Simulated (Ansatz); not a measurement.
TiH2: changing the Hubbard U on Ti d

The structure is tetragonal, space group I4/mmm (No. 139). Conventional cell: a = 3.193 Å, b = 3.193 Å, c = 4.267 Å, α = 90.00°, β = 90.00°, γ = 90.00°. Around Ti (site symmetry 4/mmm) lie 8 H at 1.92 Å. H (site symmetry -4m2) is surrounded by 4 Ti at 1.92 Å and 2 H at 2.13 Å.

Kept alike: task projected density of states; functional r2SCAN; k mesh 12 × 12 × 12; occupations fermi-dirac, width 0.05 eV; no spin polarisation. Program: Ansatz, Ansatz PAW, cutoff 500 eV. The mesh is that of the run's cell of 3 atoms. No spin-orbit coupling.

| run | pressure (GPa) |
| --- | --- |
| A | -1.70 |
| B | 9.82 |
| C | 2.16 |
| D | -2.80 |
| E | -0.31 |

Pressure is positive in compression, with a Pulay correction for the finite cutoff. U acts here on a shell without spin polarisation. For a metal such a mesh leaves the last digits unconverged. How U acts hangs on the program's projectors. All rows use potentials made for PBE. U is the effective U - J on orthogonalised atomic projectors. Double counting: fully localised limit (the default).

Problem. The runs differ in the Hubbard U on Ti d alone: 0; 1; 2; 3; 4 eV. Which run is which?

Solution. Run A is 1 eV; run B is 4 eV; run C is 3 eV; run D is 0 eV; run E is 2 eV. The pressure rises from -2.80 to 9.82 GPa between 0 and 4 eV. Its step between 3 and 4 is the steepest for its width, which can mark a change of electronic state.
